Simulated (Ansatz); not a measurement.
HfO2:

```xyz
12
Lattice="5.1180 0.0000 0.0000 0.0000 5.1857 0.0000 -0.8587 0.0000 5.2139" Properties=species:S:1:pos:R:3 pbc="T T T"
Hf    0.8021    2.3870    3.6914
Hf    3.0279    4.9798    4.1294
Hf    3.4573    2.7987    1.5224
Hf    1.2314    0.2059    1.0845
O    -0.3473    0.8733    4.4146
O     4.1773    3.4661    3.4062
O     4.6066    4.3124    0.7993
O     0.0821    1.7196    1.8076
O     1.4549    3.8473    5.1101
O     2.3751    1.2544    2.7107
O     2.8045    1.3384    0.1038
O     1.8842    3.9313    2.5032
```

Program: Ansatz 0.2.0. Alike in all runs: potentials or basis Ansatz PAW; no spin polarisation; cell as given.

Q: Order these runs on this cell by their band gap on the k mesh, lowest first.
A. level HSE06; k mesh 4 × 4 × 4; cutoff (eV) 420; smearing fixed; level hse06; run kind scf
B. level r2SCAN+U; U Hf d U = 3.5 eV; k mesh 5 × 5 × 5; cutoff (eV) 500; smearing fermi-dirac 0.05 eV; points for each segment of the path 10; hubbard projectors ortho-atomic (the default); double counting fll (the default)
C. level PBE0; k mesh 4 × 4 × 4; cutoff (eV) 420; smearing fixed; level pbe0; run kind scf
D. level PBE; k mesh 4 × 4 × 4; cutoff (eV) 420; smearing fermi-dirac 0.05 eV
E. level r2SCAN; k mesh 5 × 5 × 5; cutoff (eV) 500; smearing fermi-dirac 0.05 eV; points for each segment of the path 10

A: D (4.15 eV), E (4.72 eV), B (5.38 eV), A (5.76 eV), C (6.53 eV).

Caveats: spin-orbit coupling is left out, which moves the levels of the heavy elements; the k mesh misses the band edges, so the gap on the mesh is wider than the one along the path (some runs).

Not every run made on this cell is shown here.
